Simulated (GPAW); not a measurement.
## BN (P6_3/mmc): G0W0 with GPAW, start to end

Wanted: ground state, empty states, screening and self-energy for BN (P6_3/mmc).

Program: GPAW 26.7.0. Level of theory: PBE and many-body steps on it, plane waves. Results are calculated unless marked as measured.

The database entry behind the starting cell differs from later determinations by our own check (about 0.3 % short, minor phase), so it need not match the best structure at ambient conditions.

## 1. Set-up

It takes space group P6_3/mmc (No. 194, hexagonal). Conventional cell: a = 2.498 Å, b = 2.498 Å, c = 6.636 Å, α = 90.00°, β = 90.00°, γ = 120.00°. Nearest to B lie 3 N at 1.44 Å. Nearest to N lie 3 B at 1.44 Å. Farther neighbours and most contacts between anions are not listed.

Structure file:

```cif
data_structure
_symmetry_space_group_name_H-M 'P 1'
_symmetry_Int_Tables_number 1
_cell_length_a 2.4982
_cell_length_b 2.4982
_cell_length_c 6.6357
_cell_angle_alpha 90.000
_cell_angle_beta 90.000
_cell_angle_gamma 120.000
_cell_volume 35.87
loop_
_atom_site_label
_atom_site_type_symbol
_atom_site_fract_x
_atom_site_fract_y
_atom_site_fract_z
_atom_site_occupancy
B1 B 0.33333 0.66667 0.25000 1
B2 B 0.66667 0.33333 0.75000 1
N3 N 0.33333 0.66667 0.75000 1
N4 N 0.66667 0.33333 0.25000 1
```

The cell and positions come from the Crystallography Open Database and are kept as given unless a step says otherwise.

## 2. Ground state

This step: GPAW 26.7.0; DFT, PBE, plane waves, PAW.

The ground-state density comes first.

File run.py:

```python
import json
import numpy as np
from gpaw.mpi import world
from ase import Atoms
from gpaw import GPAW, PW, FermiDirac

atoms = Atoms(['B', 'B', 'N', 'N'],
    cell=[[2.4982400000, 0.0000000000, 0.0000000000],
      [-1.2491200000, 2.1635393048, 0.0000000000],
      [0.0000000000, 0.0000000000, 6.6357000000]],
    scaled_positions=[[0.3333333333, 0.6666666667, 0.2500000000],
      [0.6666666667, 0.3333333333, 0.7500000000],
      [0.3333333333, 0.6666666667, 0.7500000000],
      [0.6666666667, 0.3333333333, 0.2500000000]],
    pbc=(True, True, True))
calc = GPAW(mode=PW(600),
    xc='PBE',
    kpts={'size': (9, 9, 4), 'gamma': True},
    occupations=FermiDirac(0.001),
    nbands=-8,
    convergence={'density': 1e-6, 'bands': -3},
    maxiter=100,
    txt='gs.txt')
atoms.calc = calc
res = {'energy': atoms.get_potential_energy()}
kpts = calc.get_ibz_k_points()
res['kpts'] = kpts
res['eigenvalues'] = [calc.get_eigenvalues(kpt=k) for k in range(len(kpts))]
res['n_electrons'] = calc.get_number_of_electrons()
calc.write('gs.gpw')

if world.rank == 0:
    with open('result.json', 'w') as f:
        json.dump(res, f, default=lambda x: x.tolist())
```

On the command line:

```sh
$ mpirun -n 8 gpaw python run.py
```

The program printed:

```text
__  _  _
 | _ |_)|_||  |
 |__||  | ||/\| - 26.7.0

Input parameters:
  mode=PW(ecut=600.0),
  convergence={'density': 1e-06, 'bands': -3},
  kpts=MonkhorstPack(size=(9, 9, 4), gamma=True),
  maxiter=100,
  nbands=-8,
  occupations=Occupations(name='fermi-dirac', width=0.001, fixmagmom=False),
  xc=XC(name='PBE')
  [... matrices ...]
Diagonalizing LCAO Hamiltonian
Converting LCAO to pw mode

        N B

        B N

Atoms  # Å, Bohr magnetons
|   | symbol |         x |        y |        z |    initial magnetic moments |
| 0 |      B | -0.000000 | 1.442360 | 1.658925 | ( 0.0000,  0.0000,  0.0000) |
| 1 |      B |  1.249120 | 0.721180 | 4.976775 | ( 0.0000,  0.0000,  0.0000) |
| 2 |      N | -0.000000 | 1.442360 | 4.976775 | ( 0.0000,  0.0000,  0.0000) |
| 3 |      N |  1.249120 | 0.721180 | 1.658925 | ( 0.0000,  0.0000,  0.0000) |

Unit cell  # Å
| periodic |         x |        y |        z |  lengths |     angles |
|      yes |  2.498240 | 0.000000 | 0.000000 | 2.498240 |  90.000000 |
|      yes | -1.249120 | 2.163539 | 0.000000 | 2.498240 |  90.000000 |
|      yes |  0.000000 | 0.000000 | 6.635700 | 6.635700 | 120.000000 |

Number of symmetries: 12
Symmetry operations  # r_c * U_cc + t_c -> r_c
|    | kind |            matrix            |
|  0 |  σ   |  1, 1, 0,  0,-1, 0,  0, 0, 1 |
|  1 |  S6  |  1, 1, 0, -1, 0, 0,  0, 0,-1 |
|  2 |  E   |  1, 0, 0,  0, 1, 0,  0, 0, 1 |
|  3 |  C2  |  1, 0, 0, -1,-1, 0,  0, 0,-1 |
|  4 |  C2  |  0, 1, 0,  1, 0, 0,  0, 0,-1 |
|  5 |  C3  |  0, 1, 0, -1,-1, 0,  0, 0, 1 |
|  6 |  S6  |  0,-1, 0,  1, 1, 0,  0, 0,-1 |
|  7 |  σ   |  0,-1, 0, -1, 0, 0,  0, 0, 1 |
|  8 |  σ   | -1, 0, 0,  1, 1, 0,  0, 0, 1 |
|  9 |  i   | -1, 0, 0,  0,-1, 0,  0, 0,-1 |
| 10 |  C3  | -1,-1, 0,  1, 0, 0,  0, 0, 1 |
| 11 |  C2  | -1,-1, 0,  0, 1, 0,  0, 0,-1 |

BZ-sampling:
  Number of BZ points: 324
  Number of IBZ points: 43

  Monkhorst-Pack size: [9, 9, 4]
  Monkhorst-Pack shift: [0.0, 0.0, 0.125]

K-points  # in reciprocal-cell coordinates
|     |                                coordinates |     weight |
|   0 | (  0.00000000,   0.00000000,   0.00000000) | 0.00308642 |
|   1 | (  0.00000000,   0.00000000,   0.25000000) | 0.00617284 |
|   2 | (  0.00000000,   0.00000000,   0.50000000) | 0.00308642 |
|   3 | (  0.11111111,   0.00000000,  -0.25000000) | 0.01851852 |
|   4 | (  0.11111111,   0.00000000,   0.00000000) | 0.01851852 |
|   5 | (  0.11111111,   0.00000000,   0.25000000) | 0.01851852 |
|   6 | (  0.11111111,   0.00000000,   0.50000000) | 0.01851852 |
|   7 | (  0.22222222,  -0.11111111,   0.00000000) | 0.01851852 |
|   8 | (  0.22222222,  -0.11111111,   0.25000000) | 0.03703704 |
|   9 | (  0.22222222,  -0.11111111,   0.50000000) | 0.01851852 |
| ... |                                            |            |
|  42 | (  0.44444444,   0.44444444,   0.50000000) | 0.01851852 |

Plane wave coefficients: 1224
Cutoff: 600.0 eV

Spin-components: 1 (collinear spins)
Bands:           16
Projectors:      20
Spin-degeneracy: 2
Datatype:        complex128

  Storage: CPU
  Wave functions: 12_846_336 bytes (1_605_792 per core)
  Projectors: 18_466_608 bytes (2_308_326 per core)
  [... matrices ...]
Parallelization:
  kpt:    8
  domain: 1
  band:   1

Density:
  Valence electrons: 16.0
  Components: 1
  Grid points: [15 15 40]
  Charge: 0.0  # |e|

Potential:
  Grid points: [15 15 40]

species:
  B:
    name:    Boron
    Z:       5.0
    valence: 3
    core:    2
    charge:  0.0  # [|e|]
    compensation charges:
      type: gauss
      rc: 0.20  # [Å]
      lmax: 2
    cutoffs:
      filter: 1.14  # [Å]
      core: 1.38  # [Å]
    projectors
    | kind |    occ | energy [eV] | rcut [Å] |
    |   2s |  2.000 |      -9.443 |    0.635 |
    |   2p |  1.000 |      -3.606 |    0.635 |
    |    s |        |      17.768 |    0.635 |
    |    p |        |      23.605 |    0.635 |
    |    d |        |       0.000 |    0.635 |

    Using partial waves for B as LCAO basis

  N:
    name:    Nitrogen
    Z:       7.0
    valence: 5
    core:    2
    charge:  0.0  # [|e|]
    compensation charges:
      type: gauss
      rc: 0.18  # [Å]
      lmax: 2
    cutoffs:
      filter: 1.11  # [Å]
      core: 0.96  # [Å]
    projectors
    | kind |    occ | energy [eV] | rcut [Å] |
    |   2s |  2.000 |     -18.583 |    0.603 |
    |   2p |  3.000 |      -7.089 |    0.529 |
    |    s |        |       8.629 |    0.603 |
    |    p |        |      20.123 |    0.529 |
    |    d |        |       0.000 |    0.577 |

    Using partial waves for N as LCAO basis

Reference energy: -4302.422143  # eV

eigensolver:
  PPCG
  Converge bands: -3
  niter=2

density mixing:
  MSR1-Mixer
  Pratt-step length: 0.05
  Maximum mixing coefficient: 0.75
  Old densities: 10
  SVD Regularization: 0.005
  Good broyden scale: 1.0
  Trust region scale: 1.0
  Backstep threshold: 4.0
  History deletion threshold: 6.0
  Fourier metric: weight=20.0, sigma=0.015

occupation numbers:
  Fermi-Dirac:
    width: 0.0010  # eV

poisson solver:
  ecut: 4800.0  # eV

xc functional:
  name: PBE with 2 nearest neighbor stencil

Initialization done in: 1.442 s

convergence criteria:
- Maximum integral of absolute [dens]ity change: 1e-06 electrons / valence electron
- Maximum [total energy] change in last 3 cyles: 0.0005 eV / valence electron
- Maximum integral of absolute [eigenst]ate change: 4e-08 eV^2 / valence electron
maximum number of iterations: 100

SCF iterations
|iter     |     time |      energy | eigst |  dens |
|iter:   1|  |  -37.958324 | +1.19 |       |
|iter:   2|  |  -37.340156 | -0.43 | -0.65 |
|iter:   3|  |  -34.933383 | -0.17 | -0.69 |
|iter:   4|  |  -34.887424 | -1.68 | -1.32 |
|iter:   5|  |  -34.886113 | -1.90 | -1.70 |
|iter:   6|  |  -34.886531c| -3.66 | -2.31 |
|iter:   7|  |  -34.886536c| -5.01 | -3.34 |
|iter:   8|  |  -34.886537c| -6.29 | -3.96 |
|iter:   9|  |  -34.886537c| -7.08 | -4.91 |
|iter:  10|  |  -34.886537c| -7.70c| -5.70 |
|iter:  11|  |  -34.886537c| -8.27c| -6.30c|

Converged in 11 steps
SCF loop duration: 0.972 s (0.088 s/step)
Energy contributions relative to reference atoms: (reference = -4302.422143)
  [... matrices ...]
Energy contributions:
  Kinetic:          34.602600
  Coulomb:         -34.246133
  Zero:             -0.004518
  External:          0.000000
  Xc:              -35.238486
  Entropy:          -0.000000
  Spinorbit:         0.000000
  ----------------------------
  Free energy:     -34.886537
  Extrapolated:    -34.886537

dipole moment: (0.000000, 0.000000, 0.000001)  # |e|*Ang

Fermi level: 4.927
Eigenvalues  # (at kpt = [0.000, 0.000, 0.000])
| band index |      eig [eV] | occ [0-2] |
|          0 |       -13.780 |     2.000 |
|          1 |       -13.486 |     2.000 |
|          2 |        -2.175 |     2.000 |
|          3 |        -0.043 |     2.000 |
|          4 |         2.764 |     2.000 |
|          5 |         2.764 |     2.000 |
|          6 |         2.803 |     2.000 |
|          7 |         2.803 |     2.000 |
|          8 |         9.341 |     0.000 |
|          9 |        14.441 |     0.000 |
|         10 |        15.702 |     0.000 |
|         11 |        15.702 |     0.000 |
|         12 |        15.825 |     0.000 |
|         13 |        15.826 |     0.000 |
|         14 |        16.418 |     0.000 |
|         15 |        17.203 |     0.000 |

Gap: 4.401 eV
Transition (v -> c):
  (s=0, k=24, n=7, [0.33, 0.33, 0.50]) -> (s=0, k=40, n=8, [0.44, 0.44, 0.00])
Direct/indirect transitions are different
Direct gap: 4.654 eV
Transition at: (s=0, k=24, n=7, [0.33, 0.33, 0.50])
# Writing to gs.gpw (mode='')
  [... matrices ...]
```

It took 3.9 s on 8 MPI ranks of AMD EPYC 9R45, shared host; peak memory 1.2 GiB.

Numbers from this step:

```yaml
total_energy: -34.89 eV
gap: 4.401 eV
k_of_the_valence_top: 0.3333, 0.3333, 0.5
k_of_the_conduction_bottom: 0.4444, 0.4444, 0
least_direct_gap: 4.654 eV
```

The gap is indirect, with the least direct gap 0.25 eV higher.

## 3. Bands along the symmetry lines

The cheap functional maps the bands first; the places of the edges decide which points the dearer methods must see.

File run.py:

```python
import json
import numpy as np
from gpaw.mpi import world
from gpaw import GPAW

path = [[0.000000, 0.000000, 0.000000],
    [0.062500, 0.000000, 0.000000],
    [0.125000, 0.000000, 0.000000],
    [0.187500, 0.000000, 0.000000],
    [0.250000, 0.000000, 0.000000],
    [0.312500, 0.000000, 0.000000],
    [0.375000, 0.000000, 0.000000],
    [0.437500, 0.000000, 0.000000],
    [0.500000, 0.000000, 0.000000],
    [0.479167, 0.041667, 0.000000],
    [0.458333, 0.083333, 0.000000],
    [0.437500, 0.125000, 0.000000],
    [0.416667, 0.166667, 0.000000],
    [0.395833, 0.208333, 0.000000],
    [0.375000, 0.250000, 0.000000],
    [0.354167, 0.291667, 0.000000],
    [0.333333, 0.333333, 0.000000],
    [0.291667, 0.291667, 0.000000],
    [0.250000, 0.250000, 0.000000],
    [0.208333, 0.208333, 0.000000],
    [0.166667, 0.166667, 0.000000],
    [0.125000, 0.125000, 0.000000],
    [0.083333, 0.083333, 0.000000],
    [0.041667, 0.041667, 0.000000],
    [0.000000, 0.000000, 0.000000],
    [0.000000, 0.000000, 0.062500],
    [0.000000, 0.000000, 0.125000],
    [0.000000, 0.000000, 0.187500],
    [0.000000, 0.000000, 0.250000],
    [0.000000, 0.000000, 0.312500],
    [0.000000, 0.000000, 0.375000],
    [0.000000, 0.000000, 0.437500],
    [0.000000, 0.000000, 0.500000],
    [0.062500, 0.000000, 0.500000],
    [0.125000, 0.000000, 0.500000],
    [0.187500, 0.000000, 0.500000],
    [0.250000, 0.000000, 0.500000],
    [0.312500, 0.000000, 0.500000],
    [0.375000, 0.000000, 0.500000],
    [0.437500, 0.000000, 0.500000],
    [0.500000, 0.000000, 0.500000],
    [0.479167, 0.041667, 0.500000],
    [0.458333, 0.083333, 0.500000],
    [0.437500, 0.125000, 0.500000],
    [0.416667, 0.166667, 0.500000],
    [0.395833, 0.208333, 0.500000],
    [0.375000, 0.250000, 0.500000],
    [0.354167, 0.291667, 0.500000],
    [0.333333, 0.333333, 0.500000],
    [0.291667, 0.291667, 0.500000],
    [0.250000, 0.250000, 0.500000],
    [0.208333, 0.208333, 0.500000],
    [0.166667, 0.166667, 0.500000],
    [0.125000, 0.125000, 0.500000],
    [0.083333, 0.083333, 0.500000],
    [0.041667, 0.041667, 0.500000],
    [0.000000, 0.000000, 0.500000],
    [0.500000, 0.000000, 0.500000],
    [0.500000, 0.000000, 0.437500],
    [0.500000, 0.000000, 0.375000],
    [0.500000, 0.000000, 0.312500],
    [0.500000, 0.000000, 0.250000],
    [0.500000, 0.000000, 0.187500],
    [0.500000, 0.000000, 0.125000],
    [0.500000, 0.000000, 0.062500],
    [0.500000, 0.000000, 0.000000],
    [0.333333, 0.333333, 0.500000],
    [0.333333, 0.333333, 0.437500],
    [0.333333, 0.333333, 0.375000],
    [0.333333, 0.333333, 0.312500],
    [0.333333, 0.333333, 0.250000],
    [0.333333, 0.333333, 0.187500],
    [0.333333, 0.333333, 0.125000],
    [0.333333, 0.333333, 0.062500],
    [0.333333, 0.333333, 0.000000]]
calc = GPAW('gs.gpw').fixed_density(kpts=path,
    symmetry='off',
    nbands=18,
    convergence={'bands': 14},
    txt='bands.txt')
res = {}
kpts = calc.get_ibz_k_points()
res['kpts'] = kpts
res['eigenvalues'] = [calc.get_eigenvalues(kpt=k) for k in range(len(kpts))]
res['n_electrons'] = calc.get_number_of_electrons()

if world.rank == 0:
    with open('result.json', 'w') as f:
        json.dump(res, f, default=lambda x: x.tolist())
```

On the command line:

```sh
$ mpirun -n 8 gpaw python run.py
```

The program printed:

```text
Diagonalizing LCAO Hamiltonian
Converting LCAO to pw mode
convergence criteria:
- Maximum integral of absolute [eigenst]ate change: 4e-08 eV^2 / valence electron
maximum number of iterations: 100

SCF iterations
|iter     |     time |      energy | eigst |  dens |
|iter:   1|  |             | +1.54 |       |
|iter:   2|  |             | +0.36 |       |
|iter:   3|  |             | -0.26 |       |
[...]
|iter:   8|  |             | -6.05 |       |
|iter:   9|  |             | -6.84 |       |
|iter:  10|  |             | -7.70c|       |
SCF steps: 10
  __  _  _
 | _ |_)|_||  |
 |__||  | ||/\| - 26.7.0

Input parameters:
  mode=PW(ecut=600.0),
  convergence={'bands': 14},
  gpts=array([15, 15, 40]),
  kpts=KPoints(kpts=array([[0.      , 0.      , 0.      ],
         [0.0625  , 0.      , 0.      ],
         [0.125   , 0.      , 0.      ],
         [0.1875  , 0.      , 0.      ],
[...]
[0.479167, 0.041667, 0.      ],
         [0.458333, 0.083333, 0.      ],
[...]
[0.416667, 0.166667, 0.      ],
[...]
[0.5     , 0.      , 0.0625  ],
         [0.5     , 0.      , 0.      ],
[...]
[0.333333, 0.333333, 0.125   ],
         [0.333333, 0.333333, 0.0625  ],
         [0.333333, 0.333333, 0.      ]])),
  maxiter=100,
  nbands=18,
  occupations=Occupations(name='fermi-dirac', width=0.001, fixmagmom=False),
  parallel={},
  symmetry=Symmetry(point_group=False, time_reversal=False),
  xc=XC(name='PBE')
  [... matrices ...]
timing:  # [seconds]
  Total: 0.037  # ━━━━━━━━━━━━━━━━━━━━━━━━━━━━━━━━━━━━━━━━━━━━━━━━━━━━━━━━━━━
```

Run time: 4.1 s. Hardware: 8 MPI ranks; peak memory 1.3 GiB.

Numbers from this step:

- gap: 4.256 eV
- k of the valence top: 0.3542, 0.2917, 0
- k of the conduction bottom: 0.5, 0, 0
- least direct gap: 4.654 eV

The gap is 4.256 eV, −0.144 eV from the run before at this level.

Electronic bands along the path, in eV, zero at the top of the highest filled band; v1 is the highest filled band, c1 the lowest empty one:

```
    point     v4     v3     v2     v1    c1     c2     c3     c4
        Γ  -1.34  -1.34  -1.30  -1.30  5.23  10.33  11.59  11.59
  halfway  -4.64  -2.98  -2.92  -2.70  7.08   8.82   9.35  10.62
        M  -4.18  -4.11  -1.48  -0.46  4.26   5.63   9.57  10.00
  halfway  -5.54  -5.47  -1.04  -0.20  4.50   5.46  11.28  12.06
        K  -7.18  -7.18  -0.10  -0.10  4.85   4.85  10.77  13.27
  halfway  -4.11  -3.96  -3.90  -2.25  7.76   8.43   8.46  12.26
        Γ  -1.34  -1.34  -1.30  -1.30  5.23  10.33  11.59  11.59
  halfway  -1.34  -1.34  -1.31  -1.31  5.94   9.43  11.61  11.61
        A  -1.32  -1.32  -1.32  -1.32  7.62   7.62  11.66  11.66
  halfway  -3.75  -3.75  -2.96  -2.96  8.21   8.21  10.34  10.34
        L  -4.14  -4.14  -0.95  -0.95  4.72   4.72   9.96   9.96
  halfway  -5.50  -5.50  -0.57  -0.57  4.78   4.78  11.97  11.97
        H  -7.19  -7.19  -0.03  -0.03  4.63   4.63  12.01  12.01
  halfway  -3.94  -3.94  -3.25  -3.25  7.99   7.99  10.88  10.88
        A  -1.32  -1.32  -1.32  -1.32  7.62   7.62  11.66  11.66
jump to L  -4.14  -4.14  -0.95  -0.95  4.72   4.72   9.96   9.96
  halfway  -4.17  -4.12  -1.32  -0.59  4.35   5.32   9.74  10.01
        M  -4.18  -4.11  -1.48  -0.46  4.26   5.63   9.57  10.00
jump to H  -7.19  -7.19  -0.03  -0.03  4.63   4.63  12.01  12.01
  halfway  -7.19  -7.19  -0.07  -0.07  4.74   4.74  11.10  13.28
        K  -7.18  -7.18  -0.10  -0.10  4.85   4.85  10.77  13.27
```

## 4. Empty states on the mesh, 6×6×4 mesh, 159 bands

The sums over transitions need many empty states on a uniform mesh; this step solves for them.

File run.py:

```python
import json
import numpy as np
from gpaw.mpi import world
from gpaw import GPAW

calc = GPAW('gs.gpw').fixed_density(kpts={'size': (6, 6, 4), 'gamma': True},
    parallel={'domain': 1, 'band': 1},
    txt='nscf.txt')
calc.diagonalize_full_hamiltonian(nbands=159)
calc.write('full.gpw', mode='all')
res = {}
kpts = calc.get_ibz_k_points()
res['kpts'] = kpts
res['eigenvalues'] = [calc.get_eigenvalues(kpt=k) for k in range(len(kpts))]
res['n_electrons'] = calc.get_number_of_electrons()

if world.rank == 0:
    with open('result.json', 'w') as f:
        json.dump(res, f, default=lambda x: x.tolist())
```

On the command line:

```sh
$ mpirun -n 8 gpaw python run.py
```

The program printed:

```text
Diagonalizing LCAO Hamiltonian
Converting LCAO to pw mode
convergence criteria:
- Maximum integral of absolute [eigenst]ate change: 4e-08 eV^2 / valence electron
maximum number of iterations: 100

SCF iterations
|iter     |     time |      energy | eigst |  dens |
|iter:   1|  |             | +1.30 |       |
|iter:   2|  |             | -0.12 |       |
|iter:   3|  |             | -1.07 |       |
[...]
|iter:   8|  |             | -4.52 |       |
|iter:   9|  |             | -6.78 |       |
|iter:  10|  |             | -7.74c|       |
SCF steps: 10
  __  _  _
 | _ |_)|_||  |
 |__||  | ||/\| - 26.7.0

Input parameters:
  mode=PW(ecut=600.0),
  convergence={'density': 1e-06, 'bands': -3},
  gpts=array([15, 15, 40]),
  kpts=MonkhorstPack(size=(6, 6, 4), gamma=True),
  maxiter=100,
  nbands=16,
  occupations=Occupations(name='fermi-dirac', width=0.001, fixmagmom=False),
  parallel={'domain': 1, 'band': 1},
  xc=XC(name='PBE')
Matrix size: 1167x1167
# Writing to full.gpw (mode='all')
  [... matrices ...]

timing:  # [seconds]
  Total: 2.343  # ━━━━━━━━━━━━━━━━━━━━━━━━━━━━━━━━━━━━━━━━━━━━━━━━━━━━━━━━━━━
```

Wall time 5.4 s (8 MPI ranks); peak memory 2.2 GiB; 41 s of CPU time.

This step gave:

- gap: 4.281 eV
- k of the valence top: 0.3333, 0.3333, 0.5
- k of the conduction bottom: 0.5, 0.5, 0
- least direct gap: 4.654 eV
- k points computed: 24
- lowest point of the top converged band, above the valence top: 135.9289 eV

On this mesh the gap is 4.281 eV.

(Part 1 of 2 ends here.)

[Paths, hosts, dates, memory and timing lines, banners, echoed tables and standing remarks are left out of the program output.]

[Logs are printed without paths, hosts, clocks, repeated set-up lines and the standing remarks that a program may print on its own settings, such as how far it seeks lower states.]

[Runs of the session that timed out or met a known fault of the program may be left out.]

[Hosts, paths, dates, database ids (printed as entryN), source tags and the programs' standing remarks are cut or masked in the printed files.]
